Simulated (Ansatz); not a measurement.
Runs of Ansatz 0.2.0 on TiB2. The structure is hexagonal, space group P6/mmm (No. 191). The conventional cell has a = 3.029 Å, b = 3.029 Å, c = 3.228 Å, α = 90.00°, β = 90.00°, γ = 120.00°. Ti (site symmetry 6/mmm) is surrounded by 12 B at 2.38 Å. Around B (site symmetry -6m2) lie 3 B at 1.75 Å. 

```csv
task,level,cell,k mesh,atoms under strain,gap on the mesh (eV),pressure (GPa),relaxed volume (Å³/atom)
relaxation of cell and atoms,BLYP+D4,relaxed,10 × 10 × 8,-,-,0.0,(b)
relaxation of cell and atoms,revPBE+D3(BJ),relaxed,10 × 10 × 8,-,-,0.0,8.15
relaxation of cell and atoms,BLYP+D3(BJ),relaxed,10 × 10 × 8,-,-,0.0,8.18
relaxation of cell and atoms,PBEsol+D3(BJ),relaxed,10 × 10 × 8,-,-,0.0,8.15
phonons,LDA,as given,7 × 7 × 6,-,none,-,-
relaxation of cell and atoms,PBEsol+D4,relaxed,10 × 10 × 8,-,-,0.0,8.23
relaxation of cell and atoms,RPBE+D3(BJ),relaxed,10 × 10 × 8,-,-,0.0,(a)
elastic constants,LDA,as given,7 × 7 × 6,relaxed,none,-11.3,-
```

Alike in all rows: potentials or basis Ansatz PAW; no spin polarisation; cutoff (eV) 420; smearing fermi-dirac 0.05 eV.

Question: Estimate the missing entries.

Answer: (a) 7.47; (b) 8.27.

Caveats: the PAW data sets come from PBE, with cores solved anew for the run's functional, which leaves a small shift of forces and pressure; the plane-wave basis is chosen anew once the cell has moved, so the energies of steps on either side of that aren't comparable (some runs); the volume moved by -13 % from the deposited cell, more than functionals usually miss (some runs); the cell is more than 3 GPa from zero pressure, which shifts response properties (some runs); elastic constants of metals need much finer meshes, so these are rough (some runs).

A gap of «none» marks a metal or a gap under the smearing width.

Runs at the PBE level aren't shown here.
